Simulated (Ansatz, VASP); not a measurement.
# Ir in VASP and in Ansatz

The input INCAR:

```
SYSTEM = Ir
  ALGO = Normal
  EDIFF = 1E-6
  ENCUT = 520
  GGA = PS
  ISIF = 2
  ISMEAR = -1
  LASPH = .TRUE.
  LCHARG = .FALSE.
  LREAL = .FALSE.
  LWAVE = .FALSE.
  NBANDS = 10
  NELM = 80
  PREC = Accurate
  SIGMA = 0.05
```

KPOINTS

```
k-points
0
G
  17 17 17
  0 0 0
```

The input POSCAR:

```
Ir
1.0
    2.2007357457      0.0000000000      0.0000000000
    0.0000000000      2.2007357457      0.0000000000
    0.0000000000      0.0000000000      2.2007357457
Ir
1
Direct
    0.0000000000      0.0000000000      0.0000000000
```

Input for Ansatz:

```yaml
crystal:
  lattice:
    - [2.2007357457, 0.0, 0.0]
    - [0.0, 2.2007357457, 0.0]
    - [0.0, 0.0, 2.2007357457]
  atoms:
    - { symbol: Ir, position: [0.0, 0.0, 0.0] }
kpoints:
  mp_grid: { grid: [17, 17, 17] }
scf:
  occupations: { method: fermi_dirac, width: 0.05 }
hamiltonian:
  xc: pbesol
  pseudopotentials: { kind: all_electron, lapw: { basis_error: 0.001 } }
output:
  forces: true
  stress: true
  eigenvalues: true
  populations: true
```

Change from the starting cell: volume scaled by 0.65, LAPW.

Alike in both runs: task single point; functional PBEsol; k mesh 17 × 17 × 17; occupations fermi-dirac, width 0.05 eV; no spin polarisation.

|  | VASP | Ansatz |
| --- | --- | --- |
| version | VASP 6.6.1 | Ansatz 0.2.0 |
| potentials or method | VASP PAW PBE potentials, release 64 (Ir) | all-electron LAPW, scalar-relativistic |
| plane-wave cutoff (eV) | 520 | see its input |

Ansatz gave:

- pressure (GPa): 332.2

Task: Estimate VASP's values.

Result: Pressure (GPa): 330.1.

Ansatz ran all-electron here, so the differences hold the error of VASP's frozen core and of both bases.

Caveats: the cell as given lies far from equilibrium; so large a pressure means that the cell lies far from this level's equilibrium, or that cutoff or potentials fall short (VASP); the potentials were made for another functional, which shifts forces and pressure (VASP). Spin-orbit coupling is left out, which matters for the levels of Ir.
